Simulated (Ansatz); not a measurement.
Wanted: the native input for an Ansatz 0.2.0 run.

```
Task                : relaxation of cell and atoms
Functional          : PBEsol
Potentials or basis : Ansatz PAW earlier set
Cutoff              : 500 eV (not typed: the program's choice for these potentials)
k mesh              : 11 × 11 × 6
Occupations         : fermi-dirac, width 0.05 eV
Spin                : no spin polarisation
```

The system is Tc.

```
CELL_PARAMETERS angstrom
2.74000 0.00000 0.00000
-1.37000 2.37291 0.00000
0.00000 0.00000 4.39800
ATOMIC_POSITIONS crystal
Tc 0.66667 0.33333 0.75000
Tc 0.33333 0.66667 0.25000
```

The input as run:

input.yaml

```yaml
crystal:
  lattice:
    - [2.74, 0.0, 0.0]
    - [-1.37, 2.3729096064, 0.0]
    - [0.0, 0.0, 4.398]
  atoms:
    - { symbol: Tc, position: [0.6666666667, 0.3333333333, 0.75] }
    - { symbol: Tc, position: [0.3333333333, 0.6666666667, 0.25] }
hamiltonian:
  xc: pbesol
  pseudopotentials: { kind: paw }
kpoints:
  mp_grid: { grid: [11, 11, 6] }
scf:
  occupations: { method: fermi_dirac, width: 0.05 }
output:
  forces: true
  stress: true
  eigenvalues: true
relax:
  f_tol: 0.01
  max_steps: 40
  cell: { stress_tol: 0.05 }
```

Potentials or basis: Ansatz PAW earlier set.

Launch:

```sh
$ ansatz run input.yaml --threads 2 --pin off --max-ram 5632MiB --backend cpu --events-out ev --progress --plain --runs-dir out
```

Results of the run:

```
Relaxed volume                         : 14.00 Å³/atom
Relaxed cell                           : a = 2.721 Å, b = 2.721 Å, c = 4.367 Å, α = 90.00°, β = 90.00°, γ = 120.00°
Space group after relaxing (to 0.05 Å) : P6_3/mmc (No. 194)
Energy gained by relaxing              : 6.2 meV/atom
Ionic steps                            : 4
Pressure after relaxing                : 0.0 GPa
Band gap on the k mesh                 : none (metal or under the smearing width)
```

Caveat: the plane-wave basis is chosen anew once the cell has moved, so the energies of steps on either side of that aren't comparable; the PAW data sets come from PBE, with cores solved anew for the run's functional, which leaves a small shift of forces and pressure.

Run time: 8 s on 2 threads of Arm Neoverse V1, on a shared host, peak memory 0.32 GiB.
